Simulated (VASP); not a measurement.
# TiO2 (Anatase) (I4_1/amd) in VASP: equation of state, part 2 of 2

VASP 6.6.1. Earlier steps stand in the parts before.

### Step 7. Equation of state, PBEsol, 12.04 Å³/atom (volume scaled by 1.06)

File INCAR:

```
PREC = Accurate ; ENCUT = 520
EDIFF = 1E-7 ; ISMEAR = -1
SIGMA = 0.05 ; LREAL = F
LASPH = T ; NELM = 100
ALGO = Normal ; ISIF = 2
LWAVE = F ; LCHARG = F
GGA = PS ; NBANDS = 33
KPAR = 2
```

File KPOINTS:

```
regular mesh
0
Gamma
  10 10 10
```

File POSCAR:

```
TiO2
1.0
   -1.9292094213      1.9292094213      4.8506040801
    1.9292094213     -1.9292094213      4.8506040801
    1.9292094213      1.9292094213     -4.8506040801
Ti O
2 4
Direct
    0.7500000000      0.2500000000      0.5000000000
    0.0000000000      0.0000000000      0.0000000000
    0.7919000000      0.7919000000      0.0000000000
    0.5419000000      0.0419000000      0.5000000000
    0.9581000000      0.4581000000      0.5000000000
    0.2081000000      0.2081000000      0.0000000000
```

Potentials or basis: VASP PAW PBE potentials, release 64 (Ti_sv, O).

The run is started by

```
$ cat potpaw_PBE.64/Ti_sv/POTCAR potpaw_PBE.64/O/POTCAR > POTCAR
$ mpirun -np 2 vasp_std > vasp.out
```

OUTCAR:

```text
PREC = Accurate
   ENCUT = 520
   EDIFF = 1E-7
   ISMEAR = -1
   LREAL = F
   LASPH = T
   NELM = 100
   ISIF = 2
   GGA = PS

 Found    102 irreducible k-points:

 Following reciprocal coordinates:
            Coordinates               Weight
  0.000000  0.000000  0.000000      1.000000
  0.100000 -0.000000  0.000000      8.000000
  0.200000 -0.000000  0.000000      8.000000
  0.300000 -0.000000  0.000000      8.000000
  0.400000 -0.000000  0.000000      8.000000
  0.500000  0.000000  0.000000      4.000000
   k-points           NKPTS =    102   k-points in BZ     NKDIM =    102   number of bands    NBANDS=     33
   number of dos      NEDOS =    301   number of ions     NIONS =      6
   total plane-waves  NPLWV =  74088
   dimension x,y,z NGX =    42 NGY =   42 NGZ =   42
   dimension x,y,z NGXF=    84 NGYF=   84 NGZF=   84
   ions per type =               2   4
   NGX,Y,Z   is equivalent  to a cutoff of  12.55, 12.55, 12.55 a.u.
   NGXF,Y,Z  is equivalent  to a cutoff of  25.09, 25.09, 25.09 a.u.
 SYSTEM =  unknown system
   PREC   = accura    normal or accurate (medium, high low for compatibility)
   ISTART =      0    job   : 0-new  1-cont  2-samecut
   ICHARG =      2    charge: 1-file 2-atom 10-const
   ISPIN  =      1    spin polarized calculation?
   LNONCOLLINEAR =      F non collinear calculations
   LSORBIT =      F    spin-orbit coupling
   LASPH  =      T    aspherical Exc in radial PAW
   ENCUT  =  520.0 eV  38.22 Ry    6.18 a.u.  10.35 10.35 10.35*2*pi/ulx,y,z
   NELM   =    100;   NELMIN=  2; NELMDL= -5     # of ELM steps
   EDIFF  = 0.1E-06   stopping-criterion for ELM
   LREAL  =      F    real-space projection
   EDIFFG = 0.1E-05   stopping-criterion for IOM
   NSW    =      0    number of steps for IOM
   IBRION =     -1    ionic relax: 0-MD 1-quasi-New 2-CG
   NFREE  =      0    steps in history (QN), initial steepest desc. (CG)
   ISIF   =      2    stress and relaxation
   ISYM   =      2    0-nonsym 1-usesym 2-fastsym
   POTIM  = 0.5000    time-step for ionic-motion
   TEBEG  =    0.0;   TEEND  =   0.0 temperature during run
   PSTRESS=    0.0 pullay stress
   NELECT =      48.0000    total number of electrons
   NUPDOWN=      -1.0000    fix difference up-down
   EMIN   =  10.00;   EMAX   =-10.00  energy-range for DOS
   EFERMI =   0.00;   METHOD = LEGACY
   ISMEAR =    -1;   SIGMA  =   0.05  broadening in eV -4-tet -1-fermi 0-gaus
   EFERMI_NEDOS =   21; number of points for ismear=-14 and -15
   IALGO  =     38    algorithm
   IMIX   =      4    mixing-type and parameters
     AMIX     =   0.40;   BMIX     =  1.00
     AMIX_MAG =   1.60;   BMIX_MAG =  1.00
  volume/ion in A,a.u.               =      12.04        81.22
  Fermi-wavevector in a.u.,A,eV,Ry     =   1.428731  2.699910 27.773185  2.041272
  Thomas-Fermi vector in A             =   2.548761
   LORBIT       =      0    0 simple, 1 ext, 2 COOP (PROOUT), +10 PAW based schemes
   GGA     = PS    functional components
   LHFCALC =     F    Hartree Fock is set to
   AEXX    =    0.0000 exact exchange contribution
   IVDW    =     0    specifies the selected vdW correction
   LEPSILON=     F    determine dielectric tensor
   LRPA    =     F    only Hartree local field effects (RPA)
 non-spin polarized calculation
  energy-cutoff  :      520.00
  volume of cell :       72.21
 maximum number of plane-waves:      1959
 NGX is ok and might be reduce to    42
   NGX = 21   NGY = 21   NGZ = 21

 number of electron      48.0000008 magnetization

 Free energy of the ion-electron system (eV)
  ---------------------------------------------------
  ext. energy  EPLUGINS =         0.00000000
  ---------------------------------------------------
  free energy    TOTEN  =       -56.06208329 eV

  energy without entropy =      -56.06208329  energy(sigma->0) =      -56.06208329

 E-fermi :   3.7958     XC(G=0): -10.7180

 val. band max:        2.7633913545   @ k =  -0.4000   0.4000   0.0000
 cond. band min:       4.7011188374   @ k =   0.0000   0.0000   0.0000
 fundamental gap:      1.9377274829
 Fermi energy:         3.7957881700

 k-point     1 :       0.0000    0.0000    0.0000
  band No.  band energies     occupation
      1     -53.5971      2.00000
      2     -53.5496      2.00000
      3     -30.1016      2.00000
      4     -29.9030      2.00000
      5     -29.9030      2.00000
      6     -29.8439      2.00000
[... 25 lines left out ...]
     32       7.6260      0.00000
     33       7.6381      0.00000

 k-point     2 :       0.1000   -0.0000    0.0000
  band No.  band energies     occupation
      1     -53.5961      2.00000
      2     -53.5504      2.00000
      3     -30.0992      2.00000
      4     -29.9134      2.00000
      5     -29.9039      2.00000
      6     -29.8481      2.00000
[... 25 lines left out ...]
     32       7.6841      0.00000
     33       7.9215      0.00000

 k-point     3 :       0.2000   -0.0000    0.0000
  band No.  band energies     occupation
      1     -53.5932      2.00000
      2     -53.5524      2.00000
      3     -30.0929      2.00000
      4     -29.9394      2.00000
      5     -29.9058      2.00000
      6     -29.8578      2.00000
[... 25 lines left out ...]
     32       7.9975      0.00000
     33       8.3463      0.00000

 k-point     4 :       0.3000   -0.0000    0.0000
  band No.  band energies     occupation
      1     -53.5892      2.00000
      2     -53.5554      2.00000
      3     -30.0852      2.00000
      4     -29.9707      2.00000
      5     -29.9080      2.00000
      6     -29.8674      2.00000
[... 25 lines left out ...]
     32       8.2028      0.00000
     33       8.6357      0.00000

 k-point     5 :       0.4000   -0.0000    0.0000
  band No.  band energies     occupation
      1     -53.5853      2.00000
      2     -53.5584      2.00000
      3     -30.0783      2.00000
      4     -29.9967      2.00000
      5     -29.9096      2.00000
      6     -29.8721      2.00000
[... 25 lines left out ...]
     32       8.3090      0.00000
     33       8.8062      0.00000

 k-point     6 :       0.5000    0.0000    0.0000
  band No.  band energies     occupation
      1     -53.5836      2.00000
      2     -53.5599      2.00000
      3     -30.0751      2.00000
      4     -30.0073      2.00000
      5     -29.9101      2.00000
      6     -29.8731      2.00000
[... 25 lines left out ...]
     32       8.3428      0.00000
     33       8.8909      0.00000

 [... further k-points ...]
[... 5 lines left out ...]
  --------------------------------------------------------------------------------------
  -------------------------------------------------------------------------------------
  Total       -5.2934694     -5.2934694     -5.1761290      0.0000000     -0.0000000      0.0000000
  in kB     -117.4455112   -117.4455112   -114.8420946      0.0000000     -0.0000000      0.0000000
  external PRESSURE =    -116.5777057 kB  Pullay stress =       0.0000000 kB

 VOLUME and BASIS-vectors are now :
 -----------------------------------------------------------------------------
  energy-cutoff  :      520.00
  volume of cell :       72.21
      direct lattice vectors                 reciprocal lattice vectors
    -1.929209421  1.929209421  4.850604080     0.000000000  0.259173522  0.103079945
     1.929209421 -1.929209421  4.850604080     0.259173522  0.000000000  0.103079945
     1.929209421  1.929209421 -4.850604080     0.259173522  0.259173522  0.000000000

 POSITION                                       TOTAL-FORCE (eV/Angst)
 -----------------------------------------------------------------------------------
     -0.00000      1.92921      2.42530        -0.000000     -0.000000     -0.000000
      0.00000      0.00000      0.00000        -0.000000     -0.000000     -0.000000
      0.00000      0.00000      7.68239        -0.000000      0.000000      0.309407
      0.00000      1.92921      0.40648         0.000000     -0.000000      0.309407
      0.00000      1.92921      4.44412         0.000000     -0.000000     -0.309407
      0.00000      0.00000      2.01882        -0.000000      0.000000     -0.309407
 -----------------------------------------------------------------------------------
    total drift:                                0.000000      0.000000      0.000000

  FREE ENERGIE OF THE ION-ELECTRON SYSTEM (eV)
  ---------------------------------------------------
  free  energy   TOTEN  =       -56.0620832890 eV

  energy  without entropy=      -56.0620832889  energy(sigma->0) =      -56.06208329
```

Run time: 2.5 min. Hardware: 2 MPI ranks of AMD EPYC 9R45 (Zen 5), shared host; peak memory 0.35 GiB.

Results:

```yaml
Free_energy: -56.0621 eV
Pressure: -11.7 GPa
Largest_force: 0.309 eV/Å
Band_gap_on_the_k_mesh: 1.94 eV, indirect (least direct gap 2.27 eV)
```

Caveat: the PAW data sets were made with another functional, which shifts forces and pressure a little.

### Step 8. Equation of state, PBEsol

Potentials or basis: VASP PAW PBE potentials, release 64 (Ti_sv, O).

This step only gathers the single runs of the series.

What came out:

```yaml
Equilibrium_volume: 11.35 Å³/atom
Bulk_modulus_at_fixed_shape_and_positions: 220 GPa
Pressure_derivative_of_the_bulk_modulus: 4.3
```

Energy against volume, from the lowest point:
| volume (Å³/atom) | energy (meV/atom) |
| --- | --- |
| 10.673 | 30.63 |
| 10.900 | 12.99 |
| 11.127 | 3.03 |
| 11.354 | 0.00 |
| 11.581 | 3.20 |
| 11.808 | 12.01 |
| 12.035 | 25.87 |

Caveat: the cell was scaled at fixed shape and fractional positions, which overstates the stiffness of a crystal with free parameters, most of all of layers and chains; the PAW data sets were made with another functional, which shifts forces and pressure a little.
